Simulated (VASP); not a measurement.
## The (1 1 0) face of InPd: relaxation and electronic structure

Aim: model the (1 1 0) face of InPd by a slab and find how far its highest filled level lies below the vacuum. The start is a computed cell from the Materials Project.

Method: PBE; plane waves and PAW (In, Pd), in VASP 6.6.1.

### Step 1. Starting point

It takes space group Pm-3m (No. 221, cubic). Conventional cell: a = 3.272 Å, b = 3.272 Å, c = 3.272 Å, α = 90.00°, β = 90.00°, γ = 90.00°. Nearest to In lie 8 Pd at 2.83 Å. Nearest to Pd lie 8 In at 2.83 Å. Farther neighbours are not listed.

Coordinates:

```cif
data_structure
_symmetry_space_group_name_H-M 'P 1'
_symmetry_Int_Tables_number 1
_cell_length_a 3.2719
_cell_length_b 3.2719
_cell_length_c 3.2719
_cell_angle_alpha 90.000
_cell_angle_beta 90.000
_cell_angle_gamma 90.000
_cell_volume 35.03
loop_
_atom_site_label
_atom_site_type_symbol
_atom_site_fract_x
_atom_site_fract_y
_atom_site_fract_z
_atom_site_occupancy
In1 In 0.00000 0.00000 0.00000 1
Pd2 Pd 0.50000 0.50000 0.50000 1
```

### Step 2. The bulk reference

The surface energy counts from the bulk crystal, run with the slab's cutoff and functional on a dense mesh.

The input, INCAR:

```
SYSTEM = InPd
PREC = Normal
ENCUT = 300
EDIFF = 1E-05
NELM = 120
ISMEAR = 0
SIGMA = 0.1
LREAL = .FALSE.
ALGO = Fast
GGA = PE
NBANDS = 12
LASPH = .TRUE.
LORBIT = 11
LWAVE = .FALSE.
LCHARG = .FALSE.
KPAR = 2
```

The input, POSCAR:

```
InPd
1.0
    3.2718847800      0.0000000000      0.0000000000
    0.0000000000      3.2718847800      0.0000000000
    0.0000000000      0.0000000000      3.2718847800
In Pd
1 1
Direct
    0.0000000000      0.0000000000      0.0000000000
    0.5000000000      0.5000000000      0.5000000000
```

The input, KPOINTS:

```
Automatic mesh
0
Gamma
13 13 13
0 0 0
```

Potentials, in the order of the species: In and Pd (PBE family, release 64).

On the command line:

```
> mpirun -np 2 vasp_std
```

The log of the run:

```text
[banner, memory and clock lines left out]
running    2 mpi-ranks, on    1 nodes
 distrk:  each k-point on    1 cores,    2 groups
 distr:  one band on    1 cores,    1 groups

 POSCAR found type information on POSCAR InPd
 POSCAR found :  2 types and       2 ions
 LDA part: xc-table for (Slater+PW92), standard interpolation
 POSCAR, INCAR and KPOINTS ok, starting setup
 FFT: planning ... GRIDC
 FFT: planning ... GRID_SOFT
 FFT: planning ... GRID
 WAVECAR not read
 entering main loop
       N       E                     dE             d eps       ncg     rms          rms(c)
DAV:   1     0.327153918734E+02    0.32715E+02   -0.41531E+03  2184   0.572E+02
DAV:   2    -0.830743606120E+01   -0.41023E+02   -0.38285E+02  2348   0.142E+02
DAV:   3    -0.901021013710E+01   -0.70277E+00   -0.70105E+00  2376   0.184E+01
DAV:   4    -0.901373665525E+01   -0.35265E-02   -0.35262E-02  2300   0.144E+00
DAV:   5    -0.901379465668E+01   -0.58001E-04   -0.58001E-04  2356   0.194E-01    0.637E+00
RMM:   6    -0.886957671025E+01    0.14422E+00   -0.17716E-01  2016   0.365E+00    0.343E+00
RMM:   7    -0.881044111899E+01    0.59136E-01   -0.30772E-02  2022   0.106E+00    0.151E+00
RMM:   8    -0.879019218965E+01    0.20249E-01   -0.21936E-02  2056   0.119E+00    0.408E-01
RMM:   9    -0.879026232723E+01   -0.70138E-04   -0.22199E-03  2141   0.269E-01    0.887E-02
RMM:  10    -0.879027729832E+01   -0.14971E-04   -0.31519E-04  2217   0.114E-01    0.428E-02
RMM:  11    -0.879027296778E+01    0.43305E-05   -0.38267E-05  1900   0.393E-02
   1 F= -.87902730E+01 E0= -.87879926E+01  d E =-.456073E-02
```

Elapsed: 2 s, on 2 MPI ranks of Intel Xeon 6975P-C (Granite Rapids), shared host; peak memory 0.22 GiB.

The logs omit lines about the potential files and the build; timing stands in the text.

From OUTCAR (step 2):

```text
ion  position               nearest neighbor table
   1  0.000  0.000  0.000-   2 2.83   2 2.83   2 2.83   2 2.83   2 2.83   2 2.83   2 2.83   2 2.83

  LATTYP: Found a simple cubic cell.
 ALAT       =     3.2718847800

 Subroutine GETGRP returns: Found 48 space group operations
 (whereof 48 operations were pure point group operations)

The static configuration has the point symmetry O_h .

 Found     84 irreducible k-points:

   k-points           NKPTS =     84   k-points in BZ     NKDIM =     84   number of bands    NBANDS=     12

   dimension x,y,z NGX =    14 NGY =   14 NGZ =   14
   dimension x,y,z NGXF=    28 NGYF=   28 NGZF=   28

   ENCUT  =  300.0 eV  22.05 Ry    4.70 a.u.   4.62  4.62  4.62*2*pi/ulx,y,z

   NELECT =      13.0000    total number of electrons

 k-points in reciprocal lattice and weights: Automatic mesh
   0.00000000  0.00000000  0.00000000       0.000
   0.07692308  0.00000000  0.00000000       0.003
   0.15384615  0.00000000  0.00000000       0.003
   0.23076923  0.00000000  0.00000000       0.003
   0.30769231  0.00000000  0.00000000       0.003
   0.38461538  0.00000000  0.00000000       0.003
   0.46153846  0.00000000  0.00000000       0.003
   0.07692308  0.07692308  0.00000000       0.005
   0.15384615  0.07692308  0.00000000       0.011
[...]
0.46153846  0.46153846  0.38461538       0.011
   0.46153846  0.46153846  0.46153846       0.004

 average (electrostatic) potential at core
       1 -33.9996       2 -72.0712

 E-fermi :   8.7287

 k-point     1 :       0.0000    0.0000    0.0000
  band No.  band energies     occupation
    ...
      2       4.7867      2.00000
      3       4.7867      2.00000
      4       6.3639      2.00000
      5       6.3639      2.00000
      6       6.3639      2.00000
      7      12.8840      0.00000
      8      12.8840      0.00000
      9      12.8840      0.00000
     10      18.1053      0.00000
     11      18.8038      0.00000
    ...

 k-point     2 :       0.0769    0.0000    0.0000
  band No.  band energies     occupation
    ...
      2       4.7896      2.00000
      3       4.8041      2.00000
      4       6.2931      2.00000
      5       6.2931      2.00000
      6       6.3600      2.00000
      7      12.2137      0.00000
      8      13.0739      0.00000
      9      13.0739      0.00000
     10      18.3468      0.00000
     11      18.7690      0.00000
    ...

 k-point     3 :       0.1538    0.0000    0.0000
  band No.  band energies     occupation
    ...
      2       4.7977      2.00000
      3       4.8318      2.00000
      4       6.1096      2.00000
      5       6.1096      2.00000
      6       6.3493      2.00000
      7      10.8444      0.00000
      8      13.6127      0.00000
      9      13.6127      0.00000
     10      18.4498      0.00000
     11      18.6696      0.00000
    ...

  Total        0.6992787      0.6992787      0.6992787     -0.0000000      0.0000000     -0.0000000
  in kB       31.9865122     31.9865122     31.9865122     -0.0000000      0.0000000     -0.0000000
  external PRESSURE =      31.9865122 kB  Pullay stress =       0.0000000 kB

  energy-cutoff  :      300.00
  volume of cell :       35.03
      direct lattice vectors                 reciprocal lattice vectors
     3.271884780  0.000000000  0.000000000     0.305634234  0.000000000  0.000000000
     0.000000000  3.271884780  0.000000000     0.000000000  0.305634234  0.000000000
     0.000000000  0.000000000  3.271884780     0.000000000  0.000000000  0.305634234

 POSITION                                       TOTAL-FORCE (eV/Angst)
 -----------------------------------------------------------------------------------
      0.00000      0.00000      0.00000         0.000000      0.000000      0.000000
      1.63594      1.63594      1.63594         0.000000      0.000000      0.000000
 -----------------------------------------------------------------------------------
    total drift:                                0.000000     -0.000000      0.000000

  FREE ENERGIE OF THE ION-ELECTRON SYSTEM (eV)
  ---------------------------------------------------
  free  energy   TOTEN  =        -8.7902729678 eV

  energy  without entropy=       -8.7857122353  energy(sigma->0) =       -8.78799260

 total charge
# of ion       s       p       d       tot
------------------------------------------
    1        1.169   1.449   0.252   2.869
    2        0.425   0.410   8.636   9.471
--------------------------------------------------
tot          1.594   1.859   8.888  12.340

[... 3 further parts left out ...]
```

This run has no spin polarisation. Its electron count is odd, so without a moment it is a metal by construction. The data set In keeps the semicore shell frozen, which is cheaper and a little less accurate.

Numbers from this step:

```
electronic cycles                               : 11
electrons                                       : 13
free energy (TOTEN)                             : -8.790 eV
energy at zero smearing                         : -8.788 eV
Fermi energy                                    : 8.729 eV
labelled metallic, from the levels on this mesh : yes
```

Energy at zero smearing: -8.78799 eV.

[end of part 1 of 4]

[Lines on the potential files, build, host, timing and source positions are cut from VASP's logs without a mark.]

[Logs are printed without paths, hosts, clocks, repeated set-up lines and the standing remarks that a program may print on its own settings, such as how far it seeks lower states.]

[Hosts, paths, dates, database ids (printed as entryN), source tags and the programs' standing remarks are cut or masked in the printed files.]

[In band tables of VASP the shares of atoms and orbitals are scaled to a sum of 1 inside the atoms' spheres.]

[Runs that stopped without an error message from VASP are left out.]
